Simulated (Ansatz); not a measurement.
Level of theory: DFT PBE, scalar-relativistic, plane waves, PAW in Ansatz 0.2.0. Settings: cutoff 420 eV, Γ-centred meshes spaced at most about 0.3 Å⁻¹, and about 0.25 Å⁻¹ or finer for metals (2π included), Gaussian smearing. Spin is collinear.

Temperature and zero-point effects are left out.

Two relaxed structures of GdN:

A. (opposed moments near 6.8 μB on the magnetic atoms; signs in the order of the file + − 0 0)

```yaml
crystal:
  lattice:
    - [4.08155, 0.00000, 0.00000]
    - [-2.04078, 3.53473, 0.00000]
    - [0.00000, 0.00000, 5.01462]
  atoms:
    - { symbol: Gd, position: [0.66667, 0.33333, 0.50000] }
    - { symbol: Gd, position: [0.33333, 0.66667, 0.00000] }
    - { symbol: N, position: [0.66667, 0.33333, 0.00000] }
    - { symbol: N, position: [0.33333, 0.66667, 0.50000] }
```

B. (parallel moments up to 6.8 μB)

```yaml
crystal:
  lattice:
    - [3.39891, 0.00000, 0.00000]
    - [-1.69945, 2.94354, 0.00000]
    - [0.00000, 0.00000, 3.09040]
  atoms:
    - { symbol: Gd, position: [0.00000, 0.00000, 0.50000] }
    - { symbol: N, position: [0.66667, 0.33333, 0.00000] }
```

Task: Which is lower in energy, and by how much?

Result: A is lower, by 0.33 eV/atom. A has space group P6_3/mmc (No. 194), 18.1 Å³/atom and a gap of 0.75 eV on its mesh; B has the tungsten carbide type, space group P-6m2 (No. 187), 15.5 Å³/atom and no gap. Counting N atoms around Gd (those within 1.25 times the shortest such distance or 1.15 times the sum of covalent radii), A has Gd 5 and B has Gd 6. Their magnetic states differ too, which can make part of the margin. The lower one is the more open, so pressure narrows the difference. Both come from invented guesses. The lowest form computed isn't among them: it has the rock salt type, space group Fm-3m (No. 225), 15.5 Å³/atom, is reached from a Materials Project cell and lies 80 meV/atom below the best shown.

Kohn–Sham gaps at this level usually fall short of measured ones. The zero gap of P-6m2 may come from the functional, which often closes small gaps. The 4f shell of Gd is treated without a Hubbard U, which places its levels poorly. The magnetic state reached may not be the lowest. Cells relaxed within their symmetry can be saddle points. Some candidate types were left out of the draw beforehand, so a known form may be missing.
